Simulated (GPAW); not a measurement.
Runs of GPAW 26.7.0 on Ti3O4. The structure is tetragonal, space group I4/mmm (No. 139). The conventional cell has a = 4.132 Å, b = 4.132 Å, c = 8.178 Å, α = 90.00°, β = 90.00°, γ = 90.00°. Ti (site symmetry -4m2) has 6 O at 2.04 to 2.07 Å as nearest neighbours. Ti (site symmetry 4/mmm) is surrounded by 6 O at 2.07 to 2.09 Å. O (site symmetry 4mm) is surrounded by 5 Ti at 2.07 to 2.09 Å. O (site symmetry mmm) is surrounded by 4 Ti at 2.04 to 2.07 Å. The cell comes from a database or a generator and needn't be the stable form of this composition.

```csv
task,level,potentials or basis,k mesh,cutoff (eV),maxiter,band path,band points,convergence,gap on the mesh (eV),pressure (GPa),largest force (eV/Å)
band structure,LDA,"the program's PAW data sets (release 1.2.1) made for this functional, pw",6 × 6 × 6,800,150,"GXYSGZS1NPY1Z,XP",100,-,-,-11.5,0.16
single point,PBEsol,"PAW data sets generated in the run's folder for this functional, pw",9 × 9 × 9,800,150,-,-,-,none,(a),(b)
band structure,PBEsol,"PAW data sets generated in the run's folder for this functional, pw",6 × 6 × 6,800,150,"GXYSGZS1NPY1Z,XP",100,-,-,-4.5,0.03
single point,LDA,"the program's PAW data sets (release 1.2.1) made for this functional, pw",7 × 7 × 7,600,120,-,-,default,none,-17.1,0.16
```

Alike in all rows: no spin polarisation; cell as given; smearing fermi-dirac 0.05 eV.

Task: Estimate the missing entries.

Result: (a) -4.4; (b) 0.04.

Caveats: semilocal functionals often make such compounds metallic where correlation or magnetic order opens a gap, which also shifts bond lengths; the cutoff is short for stress and forces, so pressures can be off by a GPa or more (some runs); so large a pressure means that the cell lies far from this level's equilibrium, or that cutoff or potentials fall short (some runs).

A k mesh can miss the band edges.

A gap of «none» marks a metal or a gap under the smearing width.

Not every run made on this cell is shown here.
